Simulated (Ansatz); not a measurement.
# 72-atom supercell of rutile TiO2

Aim: the perfect cell at one level of theory (HSE06), as the reference that defects and stacks are counted from.

Program: Ansatz 0.2.0, PAW, plane waves. These are calculated values, not measurements.

**1. The system as built**

72 atoms (24 Ti, 48 O); a = 9.183 Å, b = 9.183 Å, c = 8.817 Å, α = 90.00°, β = 90.00°, γ = 90.00°.

Plan of the steps: (2) HSE06 relaxation at the single k point (¼, ¼, ¼), on 1 × NVIDIA GB300 Max-Q with 8 threads of Arm Neoverse-V2.

**2. HSE06 relaxation in the fixed cell**

in.yaml

```yaml
crystal:
  lattice:
    - [9.182828, 0.000000, 0.000000]
    - [0.000000, 9.182828, 0.000000]
    - [0.000000, 0.000000, 8.816612]
  atoms:
    - { symbol: Ti, position: [0.000000, 0.000000, 0.000000] }
    - { symbol: Ti, position: [0.000000, 0.000000, 0.333333] }
    - { symbol: Ti, position: [0.000000, 0.000000, 0.666667] }
    - { symbol: Ti, position: [0.000000, 0.500000, 0.000000] }
    - { symbol: Ti, position: [0.000000, 0.500000, 0.333333] }
    - { symbol: Ti, position: [0.000000, 0.500000, 0.666667] }
    - { symbol: Ti, position: [0.500000, 0.000000, 0.000000] }
    - { symbol: Ti, position: [0.500000, 0.000000, 0.333333] }
    - { symbol: Ti, position: [0.500000, 0.000000, 0.666667] }
    - { symbol: Ti, position: [0.500000, 0.500000, 0.000000] }
    - { symbol: Ti, position: [0.500000, 0.500000, 0.333333] }
    - { symbol: Ti, position: [0.500000, 0.500000, 0.666667] }
    - { symbol: Ti, position: [0.250000, 0.250000, 0.166667] }
    - { symbol: Ti, position: [0.250000, 0.250000, 0.500000] }
    - { symbol: Ti, position: [0.250000, 0.250000, 0.833333] }
    - { symbol: Ti, position: [0.250000, 0.750000, 0.166667] }
    - { symbol: Ti, position: [0.250000, 0.750000, 0.500000] }
    - { symbol: Ti, position: [0.250000, 0.750000, 0.833333] }
    - { symbol: Ti, position: [0.750000, 0.250000, 0.166667] }
    - { symbol: Ti, position: [0.750000, 0.250000, 0.500000] }
    - { symbol: Ti, position: [0.750000, 0.250000, 0.833333] }
    - { symbol: Ti, position: [0.750000, 0.750000, 0.166667] }
    - { symbol: Ti, position: [0.750000, 0.750000, 0.500000] }
    - { symbol: Ti, position: [0.750000, 0.750000, 0.833333] }
    - { symbol: O, position: [0.152228, 0.152228, 0.000000] }
    - { symbol: O, position: [0.152228, 0.152228, 0.333333] }
    - { symbol: O, position: [0.152228, 0.152228, 0.666667] }
    - { symbol: O, position: [0.152228, 0.652228, 0.000000] }
    - { symbol: O, position: [0.152228, 0.652228, 0.333333] }
    - { symbol: O, position: [0.152228, 0.652228, 0.666667] }
    - { symbol: O, position: [0.652228, 0.152228, 0.000000] }
    - { symbol: O, position: [0.652228, 0.152228, 0.333333] }
    - { symbol: O, position: [0.652228, 0.152228, 0.666667] }
    - { symbol: O, position: [0.652228, 0.652228, 0.000000] }
    - { symbol: O, position: [0.652228, 0.652228, 0.333333] }
    - { symbol: O, position: [0.652228, 0.652228, 0.666667] }
    - { symbol: O, position: [0.347772, 0.347772, 0.000000] }
    - { symbol: O, position: [0.347772, 0.347772, 0.333333] }
    - { symbol: O, position: [0.347772, 0.347772, 0.666667] }
    - { symbol: O, position: [0.347772, 0.847772, 0.000000] }
    - { symbol: O, position: [0.347772, 0.847772, 0.333333] }
    - { symbol: O, position: [0.347772, 0.847772, 0.666667] }
    - { symbol: O, position: [0.847772, 0.347772, 0.000000] }
    - { symbol: O, position: [0.847772, 0.347772, 0.333333] }
    - { symbol: O, position: [0.847772, 0.347772, 0.666667] }
    - { symbol: O, position: [0.847772, 0.847772, 0.000000] }
    - { symbol: O, position: [0.847772, 0.847772, 0.333333] }
    - { symbol: O, position: [0.847772, 0.847772, 0.666667] }
    - { symbol: O, position: [0.097772, 0.402228, 0.166667] }
    - { symbol: O, position: [0.097772, 0.402228, 0.500000] }
    - { symbol: O, position: [0.097772, 0.402228, 0.833333] }
    - { symbol: O, position: [0.097772, 0.902228, 0.166667] }
    - { symbol: O, position: [0.097772, 0.902228, 0.500000] }
    - { symbol: O, position: [0.097772, 0.902228, 0.833333] }
    - { symbol: O, position: [0.597772, 0.402228, 0.166667] }
    - { symbol: O, position: [0.597772, 0.402228, 0.500000] }
    - { symbol: O, position: [0.597772, 0.402228, 0.833333] }
    - { symbol: O, position: [0.597772, 0.902228, 0.166667] }
    - { symbol: O, position: [0.597772, 0.902228, 0.500000] }
    - { symbol: O, position: [0.597772, 0.902228, 0.833333] }
    - { symbol: O, position: [0.402228, 0.097772, 0.166667] }
    - { symbol: O, position: [0.402228, 0.097772, 0.500000] }
    - { symbol: O, position: [0.402228, 0.097772, 0.833333] }
    - { symbol: O, position: [0.402228, 0.597772, 0.166667] }
    - { symbol: O, position: [0.402228, 0.597772, 0.500000] }
    - { symbol: O, position: [0.402228, 0.597772, 0.833333] }
    - { symbol: O, position: [0.902228, 0.097772, 0.166667] }
    - { symbol: O, position: [0.902228, 0.097772, 0.500000] }
    - { symbol: O, position: [0.902228, 0.097772, 0.833333] }
    - { symbol: O, position: [0.902228, 0.597772, 0.166667] }
    - { symbol: O, position: [0.902228, 0.597772, 0.500000] }
    - { symbol: O, position: [0.902228, 0.597772, 0.833333] }
  symmetry: { detect: false }
kpoints:
  mp_grid: { grid: [1, 1, 1], shift: [0.25, 0.25, 0.25] }
hamiltonian:
  xc: hse06
scf:
  occupations: { method: fermi_dirac, width: 0.01 }
relax:
  f_tol: 0.03
  max_steps: 80
  escape_saddle: false
  adjacent_minimum: "off"
output:
  forces: true
  eigenvalues: true
  populations: true
  eigenstates: { kpoints: [[0.25, 0.25, 0.25]], e_range: [-6.0, 6.0], localisation: true }
```

What does the calculation give? Wanted: for each run, top filled to lowest empty; energy.

As calculated:

| level | time | top filled to lowest empty (eV) | energy (eV/atom) |
| --- | --- | --- | --- |
| HSE06 (atoms relaxed with HSE06) | 42 s (GPU) | 3.75 | -1212.6385 |

```
     quantity                             value
   relaxation  3 recorded steps, 0.02 eV gained
largest shift     0.01 Å (O47 and others alike)
```

**Reading.** Relaxation gains 0.02 eV, with shifts up to 0.01 Å (O47 and others alike). With one k point the spacing samples only the states that fold onto it, so it can exceed the gap over the zone.
